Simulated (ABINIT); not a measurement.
Sn:

```
Sn
1.0
     4.55816    0.00000    0.00000
     0.00000    4.55816    0.00000
     0.00000    0.00000    4.55816
Sn
3
Direct
  0.50000 0.00000 0.00000
  0.00000 0.50000 0.00000
  0.00000 0.00000 0.50000
```

The cell was built by a generator and needn't be a form met in nature.

| Property | Result |
| --- | --- |
| Program | ABINIT 10.8.3 (patched build) |
| Task | single point |
| Functional | PBE |
| Potentials or basis | JTH PAW PBE v2.0 |
| Cutoff | 599 eV |
| k mesh | 6 × 6 × 6 |
| Occupations | fermi-dirac, width 0.05 eV |
| Spin | no spin polarisation |

On this cell: pressure 0.0 GPa; largest force zero by symmetry; band gap on the k mesh none (metal or under the smearing width).

The same run follows on a disturbed copy (atoms moved at random, drawn with an rms of 0.05 Å):

```
Sn
1.0
     4.55816    0.00000    0.00000
     0.00000    4.55816    0.00000
     0.00000    0.00000    4.55816
Sn
3
Cartesian
  2.2961 0.0427 0.0296
  0.0138 2.2859 -0.0108
  -0.0136 0.0276 2.2906
```

**Question.** What changes?

**Answer.** The energy (extrapolated to zero smearing) moves by +0.0 meV/atom; pressure 0.0 GPa; largest force 0.115 eV/Å; band gap on the k mesh none (metal or under the smearing width).

Forces on the atoms (eV/Å):
```
Sn  -0.048 -0.061  0.013
Sn   0.039  0.107 -0.014
Sn   0.009 -0.046  0.001
```
